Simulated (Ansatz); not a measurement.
Set up this calculation in Ansatz 0.2.0, as the native input.

* Task: band structure
* Functional: PBEsol
* Potentials or basis: Ansatz PAW
* Cutoff: 420 eV (not typed: the program's choice for these potentials)
* k mesh: 11 × 11 × 6
* Occupations: fermi-dirac, width 0.05 eV
* Spin: spin-orbit coupling, no magnetisation
* Path: [["G", "M", "K", "G", "A", "L", "H", "A"], ["L", "M"], ["K", "H"]]
* Points for each segment of the path: 14

The system is Ru.

```
Ru
1.0
     2.70580    0.00000    0.00000
    -1.35290    2.34329    0.00000
     0.00000    0.00000    4.28190
Ru
2
Direct
  0.66667 0.33333 0.75000
  0.33333 0.66667 0.25000
```

The input as run:

input.yaml

```yaml
crystal:
  lattice:
    - [2.7058, 0.0, 0.0]
    - [-1.3529, 2.3432915376, 0.0]
    - [0.0, 0.0, 4.2819]
  atoms:
    - { symbol: Ru, position: [0.6666666667, 0.3333333333, 0.75] }
    - { symbol: Ru, position: [0.3333333333, 0.6666666667, 0.25] }
hamiltonian:
  xc: pbesol
  pseudopotentials: { kind: paw_fr }
magnetization:
  noncollinear: true
  spin_orbit: true
kpoints:
  mp_grid: { grid: [11, 11, 6] }
  band_path:
    path:
      - [[0.0, 0.0, 0.0], [0.5, 0.0, 0.0], [0.3333333333, 0.3333333333, 0.0], [0.0, 0.0, 0.0], [0.0, 0.0, 0.5], [0.5, 0.0, 0.5], [0.3333333333, 0.3333333333, 0.5], [0.0, 0.0, 0.5]]
      - [[0.5, 0.0, 0.5], [0.5, 0.0, 0.0]]
      - [[0.3333333333, 0.3333333333, 0.0], [0.3333333333, 0.3333333333, 0.5]]
    npoints: 14
scf:
  occupations: { method: fermi_dirac, width: 0.05 }
  n_extra_bands: 6
output:
  forces: true
  stress: true
  eigenvalues: true
  fatbands: false
```

Potentials or basis: Ansatz PAW.

Command:

```sh
$ ansatz run input.yaml --threads 2 --pin off --max-ram 5632MiB --backend cpu --events-out ev --progress --plain --runs-dir out
```

Results of the run:

```yaml
Pressure: -6.1 GPa
Band_gap_on_the_k_mesh: none (metal or under the smearing width)
```

Caveat: the PAW data sets come from PBE, with cores solved anew for the run's functional, which leaves a small shift of forces and pressure.

Wall time 3.8 s on 2 threads of AMD EPYC 9R45 96-Core Processor (Zen 5) (shared host), peak memory 0.49 GiB.
